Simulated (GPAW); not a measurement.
Set up this calculation in GPAW 26.7.0, as an ASE script.

```
Task                      : band structure
Functional                : PBE
Dispersion                : D4
Potentials or basis       : GPAW PAW data sets (gpaw-data 1.2.1)
Cutoff                    : 600 eV
Basis                     : pw
k mesh                    : 7 × 7 × 4
Occupations               : fermi-dirac, width 0.05 eV
Spin                      : collinear spin, random start
Starting moments          : [-0.03, 0.0, 0.0] μB
Hubbard terms             : Ta d U = 8 eV
U projector left unscaled : no
Maxiter                   : 150
Band path                 : GMKGALHA,LM,KH
Band points               : 80
```

The structure of TaS2 lies in TaS2.cif:

```cif
data_TaS2
_cell_length_a 3.43705165
_cell_length_b 3.43705165
_cell_length_c 6.01227543
_cell_angle_alpha 90.00000000
_cell_angle_beta 90.00000000
_cell_angle_gamma 120.00000000
_space_group_name_H-M_alt 'P1'
_space_group_name_Hall 'P 1'
_space_group_IT_number 1
loop_
_space_group_symop_operation_xyz
'x,y,z'
loop_
_atom_site_label
_atom_site_type_symbol
_atom_site_symmetry_multiplicity
_atom_site_Wyckoff_symbol
_atom_site_fract_x
_atom_site_fract_y
_atom_site_fract_z
_atom_site_occupancy
Ta1 Ta 1 a 0.0000000000 0.0000000000 0.0000000000 1
S1 S 1 a 0.6666666667 0.3333333333 0.7500000000 1
S2 S 1 a 0.3333333333 0.6666666667 0.2500000000 1
```

The cell isn't the ideal one: volume scaled by 1.08.

The input as run:

run.py

```python
from ase.calculators.mixing import SumCalculator
from ase.dft.bandgap import bandgap
from ase.io import read, write
from ase.units import Bohr, GPa
from dftd4.ase import DFTD4
from gpaw import GPAW, PW
from gpaw.elf import elf_from_dft_calculation

atoms = read('TaS2.cif')
atoms.set_initial_magnetic_moments([-0.03, 0.0, 0.0])

calc = GPAW(mode=PW(600),
            xc='PBE',
            kpts={'size': (7, 7, 4), 'gamma': True},
            occupations={'name': 'fermi-dirac', 'width': 0.05},
            setups={'Ta': ':d,8.0'},
            nbands=25,
            convergence={'density': 1e-05, 'energy': 1e-05},
            maxiter=150,
            txt='gpaw.txt')
atoms.calc = SumCalculator([calc, DFTD4(method='pbe')])
energy = atoms.get_potential_energy()
forces = atoms.get_forces()
stress = atoms.get_stress()
calc.write('gs.gpw')
write('result.traj', atoms)
print(f'Energy: {energy:.6f} eV')
print('Forces (eV/A):')
print(forces.round(4))
print('Stress (GPa):', (stress / GPa).round(3))
print('Moments:', calc.get_magnetic_moments().round(3))
print('Fermi level:', round(calc.get_fermi_level(), 4), 'eV')
print(f'Gap: {bandgap(calc)[0]:.4f} eV, direct: {bandgap(calc, direct=True)[0]:.4f} eV')

# fields on the real-space grid
write('density.cube', atoms, data=calc.get_pseudo_density() * Bohr**3)
write('potential.cube', atoms, data=calc.get_electrostatic_potential())
write('spin.cube', atoms, data=(calc.get_pseudo_density(spin=0) - calc.get_pseudo_density(spin=1)) * Bohr**3)
write('elf.cube', atoms, data=elf_from_dft_calculation(calc).data)

path = atoms.cell.bandpath('GMKGALHA,LM,KH', npoints=80, eps=1e-4)
bs_calc = calc.fixed_density(kpts=path, symmetry='off', nbands=40,
                             convergence={'bands': 'CBM+6.0', 'eigenstates': 1e-6}, txt='bands.txt')
bs = bs_calc.band_structure()
bs.write('bs.json')
print(f'Gap on the path: {bandgap(bs_calc)[0]:.4f} eV')
```

Potentials or basis: GPAW PAW data sets (gpaw-data 1.2.1), pw.

Run with:

```console
$ OMP_NUM_THREADS=1 python run.py
```

It gave:

```json
{
 "Pressure": "19.2 GPa",
 "Largest force": "2.148 eV/Å",
 "Band gap along the path": "none (metal or under the smearing width)",
 "Net moment": "-1.45 μB per cell",
 "Site moments": "Ta -1.74; S +0.14 μB",
 "Dispersion energy per atom": "-0.309 eV"
}
```

Caveat: spin-orbit coupling is left out, which moves the levels of the heavy elements.

It took 3.6 min on 1 thread of Arm Neoverse V2, on a shared host, peak memory 0.49 GiB.
